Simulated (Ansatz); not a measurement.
# Ge₃Pt₂ — electrostatic potentials at the Ge nuclei

Cell: a Materials Project structure (computed, not necessarily an observed phase), taken as it stands.

```
CELL_PARAMETERS angstrom
16.38359 0.00000 0.00000
0.00000 3.46874 0.00000
0.00000 0.00000 6.20484
ATOMIC_POSITIONS crystal
Ge 0.42921 0.25000 0.93749
Ge 0.73196 0.25000 0.84021
Ge 0.57079 0.75000 0.06251
Ge 0.92921 0.25000 0.56251
Ge 0.38850 0.75000 0.41148
Ge 0.61150 0.25000 0.58852
Ge 0.07079 0.75000 0.43749
Ge 0.76804 0.75000 0.34021
Ge 0.26804 0.75000 0.15979
Ge 0.23196 0.25000 0.65979
Ge 0.88850 0.75000 0.08852
Ge 0.11150 0.25000 0.91148
Pt 0.67074 0.25000 0.20804
Pt 0.99319 0.25000 0.19646
Pt 0.17074 0.25000 0.29196
Pt 0.50681 0.75000 0.69646
Pt 0.49319 0.25000 0.30354
Pt 0.82926 0.75000 0.70804
Pt 0.32926 0.75000 0.79196
Pt 0.00681 0.75000 0.80354
```

Atoms are numbered from 1 in the order listed; like atoms form one site, named after its first atom.

Level of theory: DFT, r2SCAN, plane waves and PAW (field gradients read without the response of the frozen cores, which leaves them typically 4 to 6 % off), scalar-relativistic, 500 eV cutoff, Γ-centred 2×10×6 k-points, Fermi–Dirac smearing 0.05 eV (Ansatz 0.2.0).

The potential at a nucleus is that of all electrons and the other nuclei. A higher potential binds the core electrons more strongly, so differences between sites of one element are the initial-state part of core-level shifts.

Task: Rank the Ge sites by the potential at the nucleus, lowest first, and give each against the lowest.
A. atom 2: 3 Pt at 2.49 Å, 1 Ge at 2.52 Å
B. atom 1: 5 Pt at 2.50–2.62 Å, 2 Ge at 3.00 Å; also 2 Ge at 3.45 Å
C. atom 5: 1 Ge at 2.52 Å, 4 Pt at 2.53–2.62 Å

Result: A (0.00 V), C (0.10 V), B (0.38 V).
